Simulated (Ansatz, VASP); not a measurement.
## Y: VASP beside Ansatz

File INCAR:

```
SYSTEM = Y
ALGO     = Normal         ! electronic algorithm
EDIFF    = 1E-6           ! SCF threshold, eV
ENCUT    = 520            ! plane-wave cutoff, eV
GGA      = CA             ! functional
ISIF     = 2              ! what is computed and relaxed
ISMEAR   = -1             ! smearing method
LASPH    = .True.         ! aspherical terms in the spheres
LCHARG   = .False.        ! write CHGCAR
LREAL    = .False.        ! projectors in reciprocal space
LWAVE    = .False.        ! write WAVECAR
NBANDS   = 18             ! bands
NELM     = 60             ! most SCF steps
PREC     = Accurate       ! precision mode
SIGMA    = 0.08           ! smearing width, eV
```

The input KPOINTS:

```
k-points
0
Gamma
  12 12 7
  0 0 0
```

POSCAR

```
Y
1.0
    3.6514992371      0.0000000000      0.0000000000
   -1.8257496185      3.1622911012      0.0000000000
    0.0000000000      0.0000000000      5.8048740000
Y
2
Direct
    0.3333333333      0.6666666667      0.2500000000
    0.6666666667      0.3333333333      0.7500000000
```

Input for Ansatz:

```yaml
crystal:
  lattice:
    - [3.6514992371, 0.0, 0.0]
    - [-1.8257496185, 3.1622911012, 0.0]
    - [0.0, 0.0, 5.804874]
  atoms:
    - { symbol: "Y", position: [0.3333333333, 0.6666666667, 0.25] }
    - { symbol: "Y", position: [0.6666666667, 0.3333333333, 0.75] }
kpoints:
  mp_grid: { grid: [12, 12, 7] }
  band_path:
    path:
      - [0.0, 0.0, 0.0]
      - [0.5, 0.0, 0.0]
      - [0.3333333333, 0.3333333333, 0.0]
      - [0.0, 0.0, 0.0]
      - [0.0, 0.0, 0.5]
      - [0.5, 0.0, 0.5]
      - [0.3333333333, 0.3333333333, 0.5]
      - [0.0, 0.0, 0.5]
      - [0.5, 0.0, 0.5]
    npoints: 5
scf:
  occupations: { method: fermi_dirac, width: 0.08 }
hamiltonian:
  xc: lda
  pseudopotentials: { kind: all_electron, lapw: { basis_error: 0.00025 } }
output:
  forces: true
  stress: true
  eigenvalues: true
```

Change from the starting cell: zz strain of +1 %.

Alike in both runs: task single point; functional LDA; k mesh 12 × 12 × 7; occupations fermi-dirac, width 0.08 eV; no spin polarisation.

|  | VASP | Ansatz |
| --- | --- | --- |
| version | VASP 6.6.1 | Ansatz 0.2.0 |
| potentials or method | VASP PAW LDA potentials, release 64 (Y_sv) | all-electron LAPW, scalar-relativistic |
| plane-wave cutoff (eV) | 520 | see its input |

Ansatz gave:

| Item | Value |
| --- | --- |
| pressure (GPa) | -4.2 |
| largest component of the traceless stress (GPa) | 0.72 |

Problem. Which values does VASP return?

Solution. Pressure (GPa): -4.3; largest component of the traceless stress (GPa): 0.71.

Ansatz ran all-electron here, so the differences hold the error of VASP's frozen core and of both bases.
